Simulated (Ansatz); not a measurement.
**Structures of BN: which is lowest?**

Plane-wave DFT in Ansatz with scalar-relativistic PAW potentials, cutoff 420 eV, Γ-centred meshes chosen by cell and gap, Gaussian smearing with energies taken to zero width. Every cell was relaxed (cell and atoms) in a run of its own, within the symmetry of its start. Functional: LDA.

Relaxed structures (starts from databases or built by putting these elements on another compound's sites):
A. P6_3/mmc, 4 atoms in the computed cell, a = 2.489 Å, c = 6.498 Å; sites (symmetry × multiplicity) B -6m2 × 2, N -6m2 × 2; start: database
B. P6_3mc, 4 atoms in the computed cell, a = 2.523 Å, c = 4.175 Å; sites (symmetry × multiplicity) B 3m. × 2, N 3m. × 2; start: database
C. R3m, 2 atoms in the computed cell, a = 2.489 Å, c = 9.681 Å; sites (symmetry × multiplicity) B 3m × 3, N 3m × 3; start: database
D. Fmm2, 2 atoms in the computed cell, a = 2.490 Å, b = 6.556 Å, c = 4.307 Å; sites (symmetry × multiplicity) B mm2 × 4, N mm2 × 4; start: database
E. F-43m, 2 atoms in the computed cell, a = 3.581 Å; sites (symmetry × multiplicity) B -43m × 4, N -43m × 4; start: database

**Question.** Rank them by energy. Could pressure change the order?

**Answer.**
| structure | group | E − E(lowest) (meV/atom) | V (Å³/atom) | gap on mesh (eV) |
| --- | --- | --- | --- | --- |
| E | F-43m | 0.0 | 5.74 | 4.39 |
| B | P6_3mc | 17.9 | 5.76 | 4.93 |
| C | R3m | 60 | 8.65 | 4.04 |
| A | P6_3/mmc | 61 | 8.72 | 4.07 |
| D | Fmm2 | 63 | 8.79 | 3.40 |

E is lowest, 18 meV/atom under B. The two lowest differ in volume by under 3 %, too little for a first-order estimate of what pressure does to that pair (other pairs aren't weighed here); with rigid cells even 3 % in favour of the higher one would need about 17 GPa. Other structures may lie lower than all of these, and vibrations aren't counted.